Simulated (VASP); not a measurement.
# Zn4O3 (a cell with a defect) (zincite) in VASP: further runs

The runs below take Zn4O3 (a cell with a defect) (zincite) through single point, with LDA.

Everything below comes from runs of VASP 6.6.1. Logs are shortened: lines on timing, memory, paths and dates and some standing lists are left out, and cuts for length are marked.

### 1 Starting point

The cell holds a defect, 7 atoms: a = 3.249 Å, b = 6.499 Å, c = 5.206 Å, α = 90.00°, β = 90.00°, γ = 120.00°.

### 2 Single point, LDA

Input file INCAR:

```
SYSTEM = Zn4O3
PREC = Accurate
ENCUT = 520
EDIFF = 1E-6
ISMEAR = -1
SIGMA = 0.1
LREAL = .False.
LASPH = .True.
NELM = 100
ALGO = Normal
ISIF = 2
LWAVE = .False.
LCHARG = .False.
GGA = CA
NBANDS = 42
```

Input file KPOINTS:

```
Automatic mesh
0
Gamma
  3 3 2
  0 0 0
```

Input file POSCAR:

```
Zn4O3
1.0
    3.2493080000      0.0000000000      0.0000000000
   -3.2493080000      5.6279660000      0.0000000000
    0.0000000000      0.0000000000      5.2057090000
Zn O
4 3
Direct
    0.3333333926      0.3333333926      0.4999999040
    0.6666666074      0.1666666074      0.0000000000
    0.3333333926      0.8333333926      0.4999999040
    0.6666666074      0.6666666074      0.0000000000
    0.8110133772      0.3924728756      0.7515489245
    0.6666666074      0.6666666074      0.3790100445
    0.3333333926      0.8333333926      0.8790099485
```

Potentials or basis: VASP PAW LDA potentials, release 64 (Zn, O).

Started as:

```
cat potpaw_LDA.64/Zn/POTCAR potpaw_LDA.64/O/POTCAR > POTCAR
mpirun -np 1 vasp_std > vasp.out
```

OUTCAR:

```text
SYSTEM = Zn4O3
   PREC = Accurate
   ENCUT = 520
   EDIFF = 1E-6
   ISMEAR = -1
   LREAL = .False.
   LASPH = .True.
   NELM = 100
   ISIF = 2
   GGA = CA

 ion  position               nearest neighbor table
   1  0.333  0.333  0.500-   5 1.92   6 1.98   5 2.32
   2  0.667  0.167  0.000-   5 1.83   7 1.98
   3  0.333  0.833  0.500-   7 1.97   6 1.98   6 1.98
   4  0.667  0.667  0.000-   6 1.97   7 1.98   7 1.98   5 2.43
   5  0.811  0.392  0.752-   2 1.83   1 1.92   1 2.32   4 2.43
   6  0.667  0.667  0.379-   4 1.97   1 1.98   3 1.98   3 1.98
   7  0.333  0.833  0.879-   3 1.97   2 1.98   4 1.98   4 1.98

  LATTYP: Found a simple orthorhombic cell.
 ALAT       =     3.2493080000
 B/A-ratio  =     1.6020977390
 C/A-ratio  =     1.7320506397

  Lattice vectors:

 A1 = (  -3.2493080000,   0.0000000000,   0.0000000000)
 A2 = (   0.0000000000,   0.0000000000,   5.2057090000)
 A3 = (   0.0000000000,   5.6279660000,   0.0000000000)

Analysis of symmetry for initial positions (statically):
=====================================================================
 Subroutine PRICEL returns:
 Original cell was already a primitive cell.

 Routine SETGRP: Setting up the symmetry group for a
 simple orthorhombic supercell.

 Subroutine GETGRP returns: Found  1 space group operations
 (whereof  1 operations were pure point group operations)
 out of a pool of  8 trial point group operations.

The static configuration has the point symmetry C_1 .

Analysis of symmetry for dynamics (positions and initial velocities):
=====================================================================
 Subroutine PRICEL returns:
 Original cell was already a primitive cell.

 Routine SETGRP: Setting up the symmetry group for a
 simple orthorhombic supercell.

 Subroutine GETGRP returns: Found  1 space group operations
 (whereof  1 operations were pure point group operations)
 out of a pool of  8 trial point group operations.

The dynamic configuration has the point symmetry C_1 .

 Subroutine INISYM returns: Found  1 space group operations
 (whereof  1 operations are pure point group operations),
 and found     1 'primitive' translations

----------------------------------------------------------------------------------------

                                     Primitive cell

  volume of cell :      95.1968

  direct lattice vectors                    reciprocal lattice vectors
     3.249308000  0.000000000  0.000000000     0.307757836  0.177684087  0.000000000
    -3.249308000  5.627966000  0.000000000     0.000000000  0.177684087  0.000000000
     0.000000000  0.000000000  5.205709000     0.000000000  0.000000000  0.192096792

  length of vectors
     3.249308000  6.498615528  5.205709000     0.355368148  0.177684087  0.192096792

  position of ions in fractional coordinates (direct lattice)
     0.333333393  0.333333393  0.499999904
     0.666666607  0.166666607  0.000000000
     0.333333393  0.833333393  0.499999904
     0.666666607  0.666666607  0.000000000
     0.811013377  0.392472876  0.751548924
     0.666666607  0.666666607  0.379010044
     0.333333393  0.833333393  0.879009948

  ion indices of the primitive-cell ions
   primitive index   ion index
                 1           1
                 2           2
                 3           3
                 4           4
                 5           5
                 6           6
                 7           7

----------------------------------------------------------------------------------------

 KPOINTS: Automatic mesh

Automatic generation of k-mesh.
 Grid dimensions read from file:
 generate k-points for:    3    3    2

 Generating k-lattice:

  Cartesian coordinates                     Fractional coordinates (reciprocal lattice)
     0.102585945  0.059228029  0.000000000     0.333333333  0.000000000  0.000000000
     0.000000000  0.059228029  0.000000000     0.000000000  0.333333333  0.000000000
     0.000000000  0.000000000  0.096048396     0.000000000  0.000000000  0.500000000

  Length of vectors
     0.118456049  0.059228029  0.096048396

  Shift w.r.t. Gamma in fractional coordinates (k-lattice)
     0.000000000  0.000000000  0.000000000

 Subroutine IBZKPT returns following result:
 ===========================================

 Found     10 irreducible k-points:

 Following reciprocal coordinates:
            Coordinates               Weight
  0.000000  0.000000  0.000000      1.000000
  0.333333  0.000000  0.000000      2.000000
  0.333333  0.333333  0.000000      2.000000
  0.000000  0.333333  0.000000      2.000000
 -0.333333  0.333333  0.000000      2.000000
  0.000000  0.000000  0.500000      1.000000
  0.333333  0.000000  0.500000      2.000000
  0.333333  0.333333  0.500000      2.000000
  0.000000  0.333333  0.500000      2.000000
 -0.333333  0.333333  0.500000      2.000000
   k-points           NKPTS =     10   k-points in BZ     NKDIM =     10   number of bands    NBANDS=     42
   number of dos      NEDOS =    301   number of ions     NIONS =      7
   total plane-waves  NPLWV =  46080
   dimension x,y,z NGX =    24 NGY =   48 NGZ =   40
   dimension x,y,z NGXF=    48 NGYF=   96 NGZF=   80
   ions per type =               4   3
   NGX,Y,Z   is equivalent  to a cutoff of  12.28, 12.28, 12.77 a.u.
   NGXF,Y,Z  is equivalent  to a cutoff of  24.56, 24.56, 25.55 a.u.
 SYSTEM =  Zn4O3
   PREC   = accura    normal or accurate (medium, high low for compatibility)
   ISTART =      0    job   : 0-new  1-cont  2-samecut
   ICHARG =      2    charge: 1-file 2-atom 10-const
   ISPIN  =      1    spin polarized calculation?
   LNONCOLLINEAR =      F non collinear calculations
   LSORBIT =      F    spin-orbit coupling
   LASPH  =      T    aspherical Exc in radial PAW
   ENCUT  =  520.0 eV  38.22 Ry    6.18 a.u.   6.04 12.08  9.68*2*pi/ulx,y,z
   NELM   =    100;   NELMIN=  2; NELMDL= -5     # of ELM steps
   EDIFF  = 0.1E-05   stopping-criterion for ELM
   LREAL  =      F    real-space projection
   EDIFFG = 0.1E-04   stopping-criterion for IOM
   NSW    =      0    number of steps for IOM
   IBRION =     -1    ionic relax: 0-MD 1-quasi-New 2-CG
   NFREE  =      0    steps in history (QN), initial steepest desc. (CG)
   ISIF   =      2    stress and relaxation
   ISYM   =      2    0-nonsym 1-usesym 2-fastsym
   POTIM  = 0.5000    time-step for ionic-motion
   TEBEG  =    0.0;   TEEND  =   0.0 temperature during run
   PSTRESS=    0.0 pullay stress
   NELECT =      66.0000    total number of electrons
   NUPDOWN=      -1.0000    fix difference up-down
   EMIN   =  10.00;   EMAX   =-10.00  energy-range for DOS
   EFERMI =   0.00;   METHOD = LEGACY
   ISMEAR =    -1;   SIGMA  =   0.10  broadening in eV -4-tet -1-fermi 0-gaus
   EFERMI_NEDOS =   21; number of points for ismear=-14 and -15
   IALGO  =     38    algorithm
   IMIX   =      4    mixing-type and parameters
     AMIX     =   0.40;   BMIX     =  1.00
     AMIX_MAG =   1.60;   BMIX_MAG =  1.00
  volume/ion in A,a.u.               =      13.60        91.77
  Fermi-wavevector in a.u.,A,eV,Ry     =   1.448934  2.738089 28.564220  2.099411
  Thomas-Fermi vector in A             =   2.566719
   LORBIT       =      0    0 simple, 1 ext, 2 COOP (PROOUT), +10 PAW based schemes
   GGA     = CA    functional components
   LHFCALC =     F    Hartree Fock is set to
   AEXX    =    0.0000 exact exchange contribution
   IVDW    =     0    specifies the selected vdW correction
   LEPSILON=     F    determine dielectric tensor
   LRPA    =     F    only Hartree local field effects (RPA)
 non-spin polarized calculation
  energy-cutoff  :      520.00
  volume of cell :       95.20
 maximum number of plane-waves:      2574
   NGX = 13   NGY = 25   NGZ = 19

 number of electron      66.0000026 magnetization

 Free energy of the ion-electron system (eV)
  ---------------------------------------------------
  ext. energy  EPLUGINS =         0.00000000
  ---------------------------------------------------
  free energy    TOTEN  =       -31.00360459 eV

  energy without entropy =      -30.98088588  energy(sigma->0) =      -30.99224524

 E-fermi :   1.8159     XC(G=0): -11.0773

 val. band max:        1.6296883143   @ k =   0.3333   0.0000   0.5000
 cond. band min:       1.8705947807   @ k =   0.0000   0.0000   0.5000
 fundamental gap:      0.2409064665
 Fermi energy:         1.8159124873

 k-point     1 :       0.0000    0.0000    0.0000
  band No.  band energies     occupation
      1     -17.3199      2.00000
      2     -16.6569      2.00000
      3     -16.2188      2.00000
      4      -5.8922      2.00000
      5      -5.8200      2.00000
      6      -5.6892      2.00000
[... 34 lines left out ...]
     41      10.4746      0.00000
     42      11.2744      0.00000

 k-point     2 :       0.3333    0.0000    0.0000
  band No.  band energies     occupation
      1     -16.9366      2.00000
      2     -16.6097      2.00000
      3     -16.1429      2.00000
      4      -5.7869      2.00000
      5      -5.7490      2.00000
      6      -5.6267      2.00000
[... 34 lines left out ...]
     41       9.4662      0.00000
     42      10.2913      0.00000

 k-point     3 :       0.3333    0.3333    0.0000
  band No.  band energies     occupation
      1     -16.9299      2.00000
      2     -16.6209      2.00000
      3     -16.1383      2.00000
      4      -5.8008      2.00000
      5      -5.7369      2.00000
      6      -5.6380      2.00000
[... 267 lines left out ...]
      4      -6.0969      2.00000
      5      -6.0258      2.00000
      6      -5.7867      2.00000
[... 34 lines left out ...]
     41      10.6982      0.00000
     42      10.8882      0.00000

 k-point    10 :      -0.3333    0.3333    0.5000
  band No.  band energies     occupation
      1     -16.8654      2.00000
      2     -16.7218      2.00000
      3     -16.0696      2.00000
      4      -6.0565      2.00000
      5      -5.8775      2.00000
      6      -5.5758      2.00000
[... 34 lines left out ...]
     41       9.3494      0.00000
     42      10.2749      0.00000

------------------------ aborting loop because EDIFF is reached ----------------------------------------

  FORCE on cell =-STRESS in cart. coord.  units (eV):
  Direction    XX          YY          ZZ          XY          YZ          ZX
  --------------------------------------------------------------------------------------
  -------------------------------------------------------------------------------------
  Total       -6.5600961     -2.1736209     -5.3690225      0.5542232     -1.1638308      1.1422328
  in kB     -110.4074930    -36.5823964    -90.3615289      9.3276681    -19.5874637     19.2239646
  external PRESSURE =     -79.1171394 kB  Pullay stress =       0.0000000 kB

 VOLUME and BASIS-vectors are now :
 -----------------------------------------------------------------------------
  energy-cutoff  :      520.00
  volume of cell :       95.20
      direct lattice vectors                 reciprocal lattice vectors
     3.249308000  0.000000000  0.000000000     0.307757836  0.177684087  0.000000000
    -3.249308000  5.627966000  0.000000000     0.000000000  0.177684087  0.000000000
     0.000000000  0.000000000  5.205709000     0.000000000  0.000000000  0.192096792

 POSITION                                       TOTAL-FORCE (eV/Angst)
 -----------------------------------------------------------------------------------
      0.00000      1.87599      2.60285        -0.525864     -0.239707     -0.590048
      1.62465      0.93799      0.00000         0.091002     -0.695716      1.430268
     -1.62465      4.68997      2.60285         0.015655     -0.130204     -0.094538
      0.00000      3.75198      0.00000         0.225364      0.027282     -0.219913
      1.35997      2.20882      3.91235         0.040795      0.059553     -0.011050
      0.00000      3.75198      1.97302        -0.113449      0.393888     -0.517046
     -1.62465      4.68997      4.57587         0.266498      0.584904      0.002327
 -----------------------------------------------------------------------------------
    total drift:                               -0.000313     -0.000534      0.000051

  FREE ENERGIE OF THE ION-ELECTRON SYSTEM (eV)
  ---------------------------------------------------
  free  energy   TOTEN  =       -31.0036045867 eV

  energy  without entropy=      -30.9808858834  energy(sigma->0) =      -30.99224524
```

It took 22 s on 1 thread of Intel Xeon 6975P-C (Granite Rapids), shared host; peak memory 0.18 GiB.

What came out:

| Property | Result |
| --- | --- |
| Free energy | -31.0036 eV |
| Pressure | -7.9 GPa |
| Largest force | 1.593 eV/Å |
| Band gap on the k mesh | 0.24 eV, indirect (least direct gap 1.01 eV) |

Forces on the atoms (eV/Å):
```
Zn  -0.526 -0.240 -0.590
Zn   0.091 -0.696  1.430
Zn   0.016 -0.130 -0.095
Zn   0.225  0.027 -0.220
O    0.041  0.060 -0.011
O   -0.113  0.394 -0.517
O    0.266  0.585  0.002
```

Stress tensor (GPa, compression positive):
```
-11.04   0.93   1.92
  0.93  -3.66  -1.96
  1.92  -1.96  -9.04
```

Levels at points of the mesh, in eV from the valence-band top:
| k point | band 31 | band 32 | band 33 | band 34 | band 35 | band 36 |
| --- | --- | --- | --- | --- | --- | --- |
| (0.00, 0.00, 0.00) | -1.95 | -1.84 | -1.67 | 2.10 | 2.41 | 3.51 |
| (0.00, 0.00, 0.50) | -2.14 | -1.86 | -0.77 | 0.24 | 3.38 | 4.00 |

Caveat: the k mesh is coarse (spacing up to 0.74 Å⁻¹), so the values aren't converged.

### 3 Single point, LDA

Input file INCAR:

```
PREC     = Accurate       # precision mode
ENCUT    = 520            # plane-wave cutoff, eV
EDIFF    = 1E-6           # SCF threshold, eV
ISMEAR   = -1             # smearing method
SIGMA    = 0.1            # smearing width, eV
LREAL    = F              # projectors in reciprocal space
LASPH    = T              # aspherical terms in the spheres
NELM     = 100            # most SCF steps
ALGO     = Normal         # electronic algorithm
ISIF     = 2              # what is computed and relaxed
LWAVE    = F              # write WAVECAR
LCHARG   = F              # write CHGCAR
GGA      = CA             # functional
NBANDS   = 42             # bands
```

Input file KPOINTS:

```
regular mesh
0
Gamma
  3 3 2
```

Changes to POSCAR since step 2:

```diff
@@ -12,3 +12,3 @@
     0.6666666074      0.6666666074      0.0000000000
-    0.8110133772      0.3924728756      0.7515489245
+    0.5975782021      0.3898308909      0.8260446368
     0.6666666074      0.6666666074      0.3790100445
```

Potentials or basis: VASP PAW LDA potentials, release 64 (Zn, O).

Started as:

```
cat potpaw_LDA.64/Zn/POTCAR potpaw_LDA.64/O/POTCAR > POTCAR
mpirun -np 1 vasp_std > vasp.out
```

Wall time 24 s (1 thread of Intel Xeon 6975P-C (Granite Rapids), shared host); peak memory 0.17 GiB.

The run converged. Its results:

```yaml
Free_energy: -31.4791 eV
Pressure: -5.6 GPa
Largest_force: 1.630 eV/Å
Band_gap_on_the_k_mesh: 0.57 eV, indirect (least direct gap 1.56 eV)
```

Forces on the atoms (eV/Å):
```
Zn  -0.203 -0.649 -1.349
Zn   0.502 -0.982  1.201
Zn   0.044  0.239 -0.119
Zn  -0.117  0.186  0.069
O   -0.702  0.025  0.392
O   -0.111  0.274 -0.205
O    0.587  0.907  0.011
```

Stress tensor (GPa, compression positive):
```
-7.02 -0.82  0.69
-0.82 -4.42 -1.29
 0.69 -1.29 -5.50
```

Levels at points of the mesh, in eV from the valence-band top:
```tsv
k point	band 30	band 31	band 32	band 33	band 34	band 35	band 36	band 37
(0.00, 0.00, 0.00)	-2.00	-1.83	-1.59	-1.47	2.55	2.88	3.61	4.30
(0.00, 0.00, 0.50)	-2.12	-1.85	-1.67	-0.99	0.57	3.89	4.29	4.41
```

Caveat: the k mesh is coarse (spacing up to 0.74 Å⁻¹), so the values aren't converged. As with any semilocal functional, this LDA gap is likely too small.

### 4 Single point, LDA

Input file INCAR:

```
SYSTEM = Zn4O3
PREC = Accurate ; ENCUT = 520
EDIFF = 1E-7 ; ISMEAR = -1
SIGMA = 0.1 ; LREAL = .FALSE.
LASPH = .TRUE. ; NELM = 100
ALGO = Normal ; ISIF = 2
LWAVE = .FALSE. ; LCHARG = .FALSE.
GGA = CA ; NBANDS = 42
```

Input file KPOINTS:

```
regular mesh
0
G
  3 3 2
  0 0 0
```

Changes to POSCAR since step 3:

```diff
@@ -12,3 +12,3 @@
     0.6666666074      0.6666666074      0.0000000000
-    0.5975782021      0.3898308909      0.8260446368
+    0.3369199459      0.3369199459      0.8788514686
     0.6666666074      0.6666666074      0.3790100445
```

Started as:

```
cat potpaw_LDA.64/Zn/POTCAR potpaw_LDA.64/O/POTCAR > POTCAR
mpirun -np 1 vasp_std > vasp.out
```

It took 20 s on 1 thread of Intel Xeon 6975P-C (Granite Rapids), shared host; peak memory 0.17 GiB.

Results (log left out):

* Free energy: -32.1793 eV
* Pressure: -8.0 GPa
* Largest force: 0.936 eV/Å
* Band gap on the k mesh: 0.82 eV, indirect (least direct gap 1.61 eV)

Forces in eV/Å, atoms in the order of the input:
```
Zn   0.000 -0.781 -0.516
Zn   0.000  0.011  0.481
Zn   0.000  0.603 -0.182
Zn   0.000  0.102  0.029
O    0.000 -0.013 -0.001
O    0.000  0.075  0.178
O    0.000  0.003  0.011
```

Stress tensor (GPa, compression positive):
```
-8.63  0.00  0.00
 0.00 -8.37  0.17
 0.00  0.17 -7.02
```

Levels at points of the mesh, in eV from the valence-band top:
| k point | band 29 | band 30 | band 31 | band 32 | band 33 | band 34 | band 35 | band 36 | band 37 | band 38 |
| --- | --- | --- | --- | --- | --- | --- | --- | --- | --- | --- |
| (0.00, 0.00, 0.00) | -2.84 | -2.02 | -1.87 | -1.56 | -1.40 | 2.35 | 3.30 | 3.90 | 4.63 | 6.39 |
| (0.00, 0.00, 0.50) | -2.43 | -2.19 | -1.56 | -1.54 | -0.79 | 0.82 | 3.62 | 4.27 | 4.52 | 6.08 |

Caveat: the k mesh is coarse (spacing up to 0.74 Å⁻¹), so the values aren't converged.
